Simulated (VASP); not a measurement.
# ZnGe2N2 (C2/m) in VASP: notebook

Runs on ZnGe2N2. Level: PBE. Tasks: relaxation of cell and atoms.

Everything below comes from runs of VASP 6.6.1. Logs are shortened: lines on timing, memory, paths and dates and some standing lists are left out, and cuts for length are marked.

### 1 The crystal as given

Symmetry: C2/m, No. 12, monoclinic system. The conventional cell has a = 6.506 Å, b = 4.863 Å, c = 5.543 Å, α = 90.00°, β = 105.45°, γ = 90.00°. Zn (site symmetry 2/m) has 4 Ge at 2.03 Å as nearest neighbours. Around Ge (site symmetry -1) lie 2 Zn at 2.03 Å and 2 N at 2.03 Å. N (site symmetry 2/m) is surrounded by 2 N at 2.77 Å and 4 Ge at 3.07 Å. N (site symmetry 2/m) has 4 Ge at 2.03 Å as nearest neighbours.

The cell was built by a generator and needn't be a form met in nature.

### 2 Relaxation of cell and atoms, PBE

INCAR

```
SYSTEM = ZnGe2N2
PREC = Normal
ENCUT = 520
EDIFF = 1E-4
ISMEAR = 0
SIGMA = 0.15
LREAL = .False.
LASPH = .True.
NELM = 60
ALGO = Fast
ISIF = 3
LWAVE = .False.
LCHARG = .False.
GGA = PE
IBRION = 2
NSW = 24
EDIFFG = -0.08
KPAR = 2
```

KPOINTS

```
regular mesh
0
Gamma
  4 4 3
  0 0 0
```

POSCAR

```
ZnGe2N2
1.0
    3.2530516000     -2.4313126000      0.0000000000
    3.2530516000      2.4313126000      0.0000000000
   -1.4762323900      0.0000000000      5.3426902500
Zn Ge N
1 2 2
Direct
    0.0000000000      0.0000000000      0.0000000000
    0.0000000000      0.5000000000      0.0000000000
    0.5000000000      0.0000000000      0.0000000000
    0.5000000000      0.5000000000      0.5000000000
    0.5000000000      0.5000000000      0.0000000000
```

Potentials or basis: VASP PAW PBE potentials, release 64 (Zn, Ge_d, N).

On the command line:

```sh
cat potpaw_PBE.64/Zn/POTCAR potpaw_PBE.64/Ge_d/POTCAR potpaw_PBE.64/N/POTCAR > POTCAR
mpirun -np 2 vasp_std > vasp.out
```

OUTCAR:

```text
SYSTEM = ZnGe2N2
   PREC = Normal
   ENCUT = 520
   EDIFF = 1E-4
   ISMEAR = 0
   LREAL = .False.
   LASPH = .True.
   NELM = 60
   ISIF = 3
   GGA = PE
   IBRION = 2
   NSW = 24
   EDIFFG = -0.08

 ion  position               nearest neighbor table
   1  0.000  0.000  0.000-   2 2.03   3 2.03   2 2.03   3 2.03
   2  0.000  0.500  0.000-   1 2.03   5 2.03   1 2.03   5 2.03   3 2.43   3 2.43
   3  0.500  0.000  0.000-   1 2.03   5 2.03   5 2.03   1 2.03   2 2.43   2 2.43
   4  0.500  0.500  0.500-
   5  0.500  0.500  0.000-   2 2.03   3 2.03   3 2.03   2 2.03

  LATTYP: Found a base centered monoclinic cell.
 ALAT       =     6.5061032000
 B/A-ratio  =     0.7473944158
 C/A-ratio  =     0.8519519703
 COS(beta)  =    -0.2663291301

  Lattice vectors:

 A1 = (   3.2530516000,  -2.4313126000,   0.0000000000)
 A2 = (   3.2530516000,   2.4313126000,   0.0000000000)
 A3 = (  -1.4762323900,   0.0000000000,   5.3426902500)

Analysis of symmetry for initial positions (statically):
=====================================================================
 Subroutine PRICEL returns:
 Original cell was already a primitive cell.

 Routine SETGRP: Setting up the symmetry group for a
 base centered monoclinic supercell.

 Subroutine GETGRP returns: Found  4 space group operations
 (whereof  4 operations were pure point group operations)
 out of a pool of  4 trial point group operations.

The static configuration has the point symmetry C_2h.

Analysis of symmetry for dynamics (positions and initial velocities):
=====================================================================
 Subroutine PRICEL returns:
 Original cell was already a primitive cell.

 Routine SETGRP: Setting up the symmetry group for a
 base centered monoclinic supercell.

 Subroutine GETGRP returns: Found  4 space group operations
 (whereof  4 operations were pure point group operations)
 out of a pool of  4 trial point group operations.

The dynamic configuration has the point symmetry C_2h.

 Subroutine INISYM returns: Found  4 space group operations
 (whereof  4 operations are pure point group operations),
 and found     1 'primitive' translations

----------------------------------------------------------------------------------------

                                     Primitive cell

  volume of cell :      84.5127

  direct lattice vectors                    reciprocal lattice vectors
     3.253051600 -2.431312600  0.000000000     0.153701835 -0.205650232  0.042469171
     3.253051600  2.431312600  0.000000000     0.153701835  0.205650232  0.042469171
    -1.476232390  0.000000000  5.342690250     0.000000000  0.000000000  0.187171622

  length of vectors
     4.061234501  4.061234501  5.542887440     0.260230479  0.260230479  0.187171622

  position of ions in fractional coordinates (direct lattice)
     0.000000000  0.000000000  0.000000000
     1.000000000  0.500000000  0.000000000
     0.500000000  1.000000000  0.000000000
     0.500000000  0.500000000  0.500000000
     0.500000000  0.500000000  0.000000000

  ion indices of the primitive-cell ions
   primitive index   ion index
                 1           1
                 2           2
                 3           3
                 4           4
                 5           5

----------------------------------------------------------------------------------------

 KPOINTS: regular mesh

Automatic generation of k-mesh.
 Grid dimensions read from file:
 generate k-points for:    4    4    3

 Generating k-lattice:

  Cartesian coordinates                     Fractional coordinates (reciprocal lattice)
     0.038425459 -0.051412558  0.010617293     0.250000000 -0.000000000  0.000000000
     0.038425459  0.051412558  0.010617293    -0.000000000  0.250000000  0.000000000
     0.000000000  0.000000000  0.062390541     0.000000000  0.000000000  0.333333333

  Length of vectors
     0.065057620  0.065057620  0.062390541

  Shift w.r.t. Gamma in fractional coordinates (k-lattice)
     0.000000000  0.000000000  0.000000000

 Subroutine IBZKPT returns following result:
 ===========================================

 Found     17 irreducible k-points:

 Following reciprocal coordinates:
            Coordinates               Weight
  0.000000  0.000000  0.000000      1.000000
  0.250000  0.000000  0.000000      4.000000
  0.500000  0.000000  0.000000      2.000000
  0.250000  0.250000  0.000000      2.000000
  0.500000  0.250000  0.000000      4.000000
 -0.250000  0.250000  0.000000      2.000000
[... 9 lines left out ...]
 -0.250000  0.500000  0.333333      4.000000
 -0.250000 -0.250000  0.333333      2.000000
   k-points           NKPTS =     17   k-points in BZ     NKDIM =     17   number of bands    NBANDS=     30
   number of dos      NEDOS =    301   number of ions     NIONS =      5
   total plane-waves  NPLWV =  18432
   dimension x,y,z NGX =    24 NGY =   24 NGZ =   32
   dimension x,y,z NGXF=    48 NGYF=   48 NGZF=   64
   ions per type =               1   2   2
   NGX,Y,Z   is equivalent  to a cutoff of   9.82,  9.82,  9.60 a.u.
   NGXF,Y,Z  is equivalent  to a cutoff of  19.65, 19.65, 19.20 a.u.
 SYSTEM =  ZnGe2N2
   PREC   = normal    normal or accurate (medium, high low for compatibility)
   ISTART =      0    job   : 0-new  1-cont  2-samecut
   ICHARG =      2    charge: 1-file 2-atom 10-const
   ISPIN  =      1    spin polarized calculation?
   LNONCOLLINEAR =      F non collinear calculations
   LSORBIT =      F    spin-orbit coupling
   LASPH  =      T    aspherical Exc in radial PAW
   ENCUT  =  520.0 eV  38.22 Ry    6.18 a.u.   7.55  7.55 10.31*2*pi/ulx,y,z
   NELM   =     60;   NELMIN=  2; NELMDL= -5     # of ELM steps
   EDIFF  = 0.1E-03   stopping-criterion for ELM
   LREAL  =      F    real-space projection
   EDIFFG = -.8E-01   stopping-criterion for IOM
   NSW    =     24    number of steps for IOM
   IBRION =      2    ionic relax: 0-MD 1-quasi-New 2-CG
   NFREE  =      1    steps in history (QN), initial steepest desc. (CG)
   ISIF   =      3    stress and relaxation
   ISYM   =      2    0-nonsym 1-usesym 2-fastsym
   POTIM  = 0.5000    time-step for ionic-motion
   TEBEG  =    0.0;   TEEND  =   0.0 temperature during run
   PSTRESS=    0.0 pullay stress
   NELECT =      50.0000    total number of electrons
   NUPDOWN=      -1.0000    fix difference up-down
   EMIN   =  10.00;   EMAX   =-10.00  energy-range for DOS
   EFERMI =   0.00;   METHOD = LEGACY
   ISMEAR =     0;   SIGMA  =   0.15  broadening in eV -4-tet -1-fermi 0-gaus
   EFERMI_NEDOS =   21; number of points for ismear=-14 and -15
   IALGO  =     68    algorithm
   IMIX   =      4    mixing-type and parameters
     AMIX     =   0.40;   BMIX     =  1.00
     AMIX_MAG =   1.60;   BMIX_MAG =  1.00
  volume/ion in A,a.u.               =      16.90       114.06
  Fermi-wavevector in a.u.,A,eV,Ry     =   1.374330  2.597106 25.698439  1.888782
  Thomas-Fermi vector in A             =   2.499766
   LORBIT       =      0    0 simple, 1 ext, 2 COOP (PROOUT), +10 PAW based schemes
   GGA     = PE    functional components
   LHFCALC =     F    Hartree Fock is set to
   AEXX    =    0.0000 exact exchange contribution
   IVDW    =     0    specifies the selected vdW correction
   LEPSILON=     F    determine dielectric tensor
   LRPA    =     F    only Hartree local field effects (RPA)
 conjugate gradient relaxation of ions
 non-spin polarized calculation
 RMM-DIIS sequential band-by-band and
 Gauss-broadening in eV      SIGMA  =   0.15
  energy-cutoff  :      520.00
  volume of cell :       84.51
 maximum number of plane-waves:      2291
   NGX = 15   NGY = 15   NGZ = 21

--------------------------------------- Ionic step        1  -------------------------------------------

 number of electron      49.9999948 magnetization

 Free energy of the ion-electron system (eV)
  ---------------------------------------------------
  ext. energy  EPLUGINS =         0.00000000
  ---------------------------------------------------
  free energy    TOTEN  =       -12.22690034 eV

  energy without entropy =      -12.15141128  energy(sigma->0) =      -12.18915581

------------------------ aborting loop because EDIFF is reached ----------------------------------------

  FORCE on cell =-STRESS in cart. coord.  units (eV):
  Direction    XX          YY          ZZ          XY          YZ          ZX
  --------------------------------------------------------------------------------------
  -------------------------------------------------------------------------------------
  Total       34.2912881     34.2314128     -7.5308825      0.0000000      0.0000000     -2.3266795
  in kB      650.0887287    648.9536230   -142.7692594      0.0000000      0.0000000    -44.1088159
  external PRESSURE =     385.4243641 kB  Pullay stress =       0.0000000 kB
[... 26 lines left out ...]
--------------------------------------- Ionic step        2  -------------------------------------------

 number of electron      50.0000049 magnetization

 E-fermi :  -0.0963     XC(G=0):  -7.8657

 val. band max:       -0.1561388426   @ k =   0.5000   0.0000   0.3333
 cond. band min:      -0.0573644958   @ k =   0.5000   0.2500   0.0000
 fundamental gap:      0.0987743468
 Fermi energy:        -0.0962902041

 k-point     1 :       0.0000    0.0000    0.0000
  band No.  band energies     occupation
      1     -25.0725      2.00000
      2     -25.0618      2.00000
      3     -25.0544      2.00000
      4     -25.0481      2.00000
      5     -25.0196      2.00000
      6     -25.0152      2.00000
[... 621 lines left out ...]
  FREE ENERGIE OF THE ION-ELECTRON SYSTEM (eV)
  ---------------------------------------------------
  free  energy   TOTEN  =       -16.7610178288 eV

  energy  without entropy=      -16.7118044221  energy(sigma->0) =      -16.73641113

 E-fermi :   2.7385     XC(G=0):  -9.6361

 val. band max:        2.7020086475   @ k =   0.5000   0.5000   0.3333
 cond. band min:       2.7452664808   @ k =   0.0000   0.0000   0.3333
 fundamental gap:      0.0432578332
 Fermi energy:         2.7385466517

 k-point     1 :       0.0000    0.0000    0.0000
  band No.  band energies     occupation
      1     -22.3891      2.00000
      2     -22.3521      2.00000
      3     -22.3404      2.00000
      4     -22.3179      2.00000
      5     -22.3051      2.00000
      6     -22.3040      2.00000
[... 550 lines left out ...]
     29       6.1695      0.00000
     30       6.3342      0.00000

[... ionic steps 4 to 12 ...]

--------------------------------------- Ionic step       13  -------------------------------------------

 number of electron      50.0000068 magnetization

------------------------ aborting loop because EDIFF is reached ----------------------------------------
[... 73 lines left out ...]
--------------------------------------- Ionic step       15  -------------------------------------------

 number of electron      50.0000058 magnetization

 Free energy of the ion-electron system (eV)
  ---------------------------------------------------
  ext. energy  EPLUGINS =         0.00000000
  ---------------------------------------------------
  free energy    TOTEN  =       -20.57304044 eV

  energy without entropy =      -20.55436622  energy(sigma->0) =      -20.56370333

 E-fermi :   5.1414     XC(G=0): -11.3051

 val. band max:        4.9732422478   @ k =   0.2500   0.0000   0.0000
 cond. band min:       5.1449709664   @ k =   0.5000   0.5000   0.0000
 fundamental gap:      0.1717287186
 Fermi energy:         5.1414489566

 k-point     1 :       0.0000    0.0000    0.0000
  band No.  band energies     occupation
      1     -19.6279      2.00000
      2     -19.6138      2.00000
      3     -19.5848      2.00000
      4     -19.5744      2.00000
      5     -19.5676      2.00000
      6     -19.5423      2.00000
[... 582 lines left out ...]
  FREE ENERGIE OF THE ION-ELECTRON SYSTEM (eV)
  ---------------------------------------------------
  free  energy   TOTEN  =       -20.5730404447 eV

  energy  without entropy=      -20.5543662234  energy(sigma->0) =      -20.56370333

 reached required accuracy - stopping structural energy minimisation
```

It took 2.8 min on 2 MPI ranks of Intel Xeon Platinum 8488C (Sapphire Rapids), shared host; peak memory 0.16 GiB.

Results:

```
Free energy                            : -20.5730 eV
Relaxed volume                         : 13.85 Å³/atom
Relaxed cell                           : a = 4.875 Å, b = 4.875 Å, c = 3.992 Å, α = 121.29°, β = 121.29°, γ = 75.38°
Space group after relaxing (to 0.05 Å) : C2/m (No. 12)
Energy gained by relaxing              : 1669.2 meV/atom
Ionic steps                            : 15
Pressure after relaxing                : 0.0 GPa
Band gap on the k mesh                 : none (metal or under the smearing width)
```

The path:
```tsv
step	energy change (eV)	largest force (eV/Å)	pressure (GPa)	volume (Å³)
1	0.0000	0.0000	38.54	84.51
2	-2.7916	0.0000	-15.01	138.69
3	-4.5341	0.0000	-6.54	111.40
4	-4.5350	0.0000	-5.31	110.84
5	-5.5229	0.0000	-6.88	101.89
6	-6.6349	0.0000	-7.20	92.31
7	-5.2465	0.0000	1.21	72.67
8	-8.0941	0.0000	6.20	66.62
9	-8.1083	0.0000	2.80	68.95
10	-8.2607	0.0000	3.40	68.08
11	-8.3341	0.0000	-1.86	70.20
12	-8.3350	0.0000	-0.52	69.97
13	-8.3350	0.0000	-1.54	70.05
14	-8.3392	0.0000	0.59	68.56
15	-8.3461	0.0000	-0.03	69.25
```

Final structure:
```
Zn Ge N
1.0
     3.83570   -2.98012   -0.40992
     3.83570    2.98012   -0.40992
    -2.28485    0.00000    3.27315
Zn Ge N
1 2 2
Direct
  0.00000 0.00000 0.00000
  0.00000 0.50000 0.00000
  0.50000 0.00000 0.00000
  0.50000 0.50000 0.50000
  0.50000 0.50000 0.00000
```

Caveat: the k mesh is coarse (spacing up to 0.41 Å⁻¹), so the values aren't converged; the volume moved by over 15 % at a fixed basis, so the end points are rough; the relaxation stopped at a loose force limit of 0.08 eV/Å, so its end isn't a converged minimum.

### 3 Relaxation of cell and atoms, PBE

This run uses another cell than the first one, of 14.16 Å³/atom, 0.838 times its volume.

INCAR is that of step 2.

KPOINTS

```
regular mesh
0
Gamma
  4 4 2
  0 0 0
```

POSCAR

```
ZnGe2N2
1.0
    3.3000000000      0.0000000000      0.0000000000
    0.0000000000      3.3000000000      0.0000000000
    0.0000000000      0.0000000000      6.5000000000
Zn Ge N
1 2 2
Direct
    0.0000000000      0.0000000000      0.0000000000
    0.0000000000      0.5000000000      0.7100000000
    0.5000000000      0.0000000000      0.2900000000
    0.0000000000      0.5000000000      0.1850000000
    0.5000000000      0.0000000000      0.8150000000
```

Potentials or basis: VASP PAW PBE potentials, release 64 (Zn, Ge_d, N).

On the command line:

```sh
cat potpaw_PBE.64/Zn/POTCAR potpaw_PBE.64/Ge_d/POTCAR potpaw_PBE.64/N/POTCAR > POTCAR
mpirun -np 2 vasp_std > vasp.out
```

Run time: 1.7 min. Hardware: 2 MPI ranks of Intel Xeon Platinum 8488C (Sapphire Rapids), shared host; peak memory 0.15 GiB.

It converged, with:

| Item | Value |
| --- | --- |
| Free energy | -23.6661 eV |
| Relaxed volume | 13.54 Å³/atom |
| Relaxed cell | a = 2.905 Å, b = 2.905 Å, c = 8.025 Å, α = 90.00°, β = 90.00°, γ = 90.00° |
| Space group after relaxing (to 0.05 Å) | P-4m2 (No. 115) |
| Energy gained by relaxing | 288.0 meV/atom |
| Ionic steps | 22 |
| Pressure after relaxing | 0.3 GPa |
| Largest force after relaxing | 0.078 eV/Å |
| Band gap on the k mesh | none (metal or under the smearing width) |

Forces on the atoms (eV/Å):
```
Zn   0.000  0.000  0.000
Ge   0.000  0.000  0.078
Ge   0.000  0.000 -0.078
N    0.000  0.000 -0.020
N    0.000  0.000  0.020
```

Stress tensor (GPa, compression positive):
```
 0.43  0.00  0.00
 0.00  0.43  0.00
 0.00  0.00 -0.07
```

The path:
| step | energy change (eV) | largest force (eV/Å) | pressure (GPa) | volume (Å³) |
| --- | --- | --- | --- | --- |
| 1 | 0.0000 | 0.9091 | 2.48 | 70.78 |
| 2 | -0.4858 | 0.3684 | -2.08 | 72.92 |
| 3 | -0.8560 | 0.6875 | -11.17 | 77.29 |
| 4 | -0.8741 | 0.5148 | -9.45 | 76.34 |
| 5 | -1.1726 | 0.8060 | -7.23 | 72.92 |
| 6 | -1.2641 | 0.9216 | -5.52 | 70.80 |
| 7 | -1.1666 | 1.2028 | 0.73 | 66.48 |
| 8 | -1.2754 | 0.9811 | -3.35 | 69.74 |
| 9 | -1.2750 | 0.9700 | -3.68 | 69.93 |
| 10 | -1.3566 | 0.7586 | -3.40 | 68.36 |
| 11 | -1.3182 | 0.2701 | 6.45 | 63.77 |
| 12 | -1.3960 | 0.3994 | 1.55 | 66.21 |
| 13 | -1.4133 | 0.1408 | 0.56 | 66.75 |
| 14 | -1.4157 | 0.2097 | -0.36 | 66.97 |
| 15 | -1.4227 | 0.1471 | 0.31 | 66.90 |
| 16 | -1.4311 | 0.1186 | 1.13 | 66.75 |
| 17 | -1.4321 | 0.1062 | 1.23 | 66.67 |
| 18 | -1.4375 | 0.1458 | 0.00 | 67.45 |
| 19 | -1.4378 | 0.1560 | -0.59 | 67.52 |
| 20 | -1.4377 | 0.1583 | 0.34 | 67.48 |
| 21 | -1.4377 | 0.1569 | 0.35 | 67.50 |
| 22 | -1.4399 | 0.0781 | 0.27 | 67.71 |

Final structure:
```yaml
crystal:
  lattice:
    - [2.90476, 0.00000, 0.00000]
    - [0.00000, 2.90476, 0.00000]
    - [0.00000, 0.00000, 8.02507]
  atoms:
    - { symbol: Zn, position: [0.00000, 0.00000, 0.00000] }
    - { symbol: Ge, position: [0.00000, 0.50000, 0.69076] }
    - { symbol: Ge, position: [0.50000, 0.00000, 0.30924] }
    - { symbol: N, position: [0.00000, 0.50000, 0.19043] }
    - { symbol: N, position: [0.50000, 0.00000, 0.80957] }
```

Levels at points of the mesh, in eV from the Fermi level:
| k point | band 23 | band 24 | band 25 | band 26 | band 27 | band 28 |
| --- | --- | --- | --- | --- | --- | --- |
| (0.00, 0.00, 0.00) | -1.48 | -1.48 | -0.63 | -0.20 | 2.42 | 5.07 |
| (0.50, 0.00, 0.00) | -1.57 | -0.86 | -0.56 | 1.09 | 1.40 | 5.05 |
| (0.50, 0.50, 0.00) | -4.88 | -2.51 | -2.51 | 0.90 | 1.95 | 2.24 |
| (0.00, 0.00, 0.50) | -1.51 | -1.51 | -1.37 | 0.13 | 2.53 | 5.19 |
| (0.50, 0.00, 0.50) | -2.55 | -0.86 | -0.55 | 2.21 | 2.47 | 4.29 |
| (0.50, 0.50, 0.50) | -4.98 | -2.29 | -2.29 | 1.71 | 1.76 | 1.76 |

Caveat: the k mesh is coarse (spacing up to 0.48 Å⁻¹), so the values aren't converged; the relaxation stopped at a loose force limit of 0.08 eV/Å, so its end isn't a converged minimum.
